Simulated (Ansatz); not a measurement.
# Clamped-ion strain scan in Sc

These are results of DFT PBE, scalar-relativistic, plane waves, PAW (Ansatz), not measurements. Cutoff 420 eV, Γ-centred 18×18×18 k-points, Gaussian smearing of 0.15 eV. No spin polarisation. Energies are free energies at this smearing, counted from the undisturbed cell; pressure is positive in compression.

The undisturbed cell (as given, not relaxed at this level; it stands at 2.9 GPa; this fcc form isn't the usual structure):

```xyz
1
Lattice="0.0000 2.2705 2.2705 2.2705 0.0000 2.2705 2.2705 2.2705 0.0000" Properties=species:S:1:pos:R:3 pbc="T T T"
Sc    0.0000    0.0000    0.0000
```

The cell is strained by ε times the Voigt pattern (1, 0, 0, 0, 0, 0) (xx, yy, zz, yz, xz, xy; engineering shear) with fractional coordinates fixed. The cell is metallic on the mesh throughout.

**Question.** Over the sampled range (-0.0600 to 0.0450), is the undisturbed cell the lowest point?

**Answer.** No: the energy is lower at ε = 0.0450, -8.1 in ΔE (meV/atom).

The scan:

```
      ε  ΔE (meV/atom)
-0.0600           47.6
-0.0300           18.2
 0.0000            0.0
 0.0150           -5.2
 0.0450           -8.1
```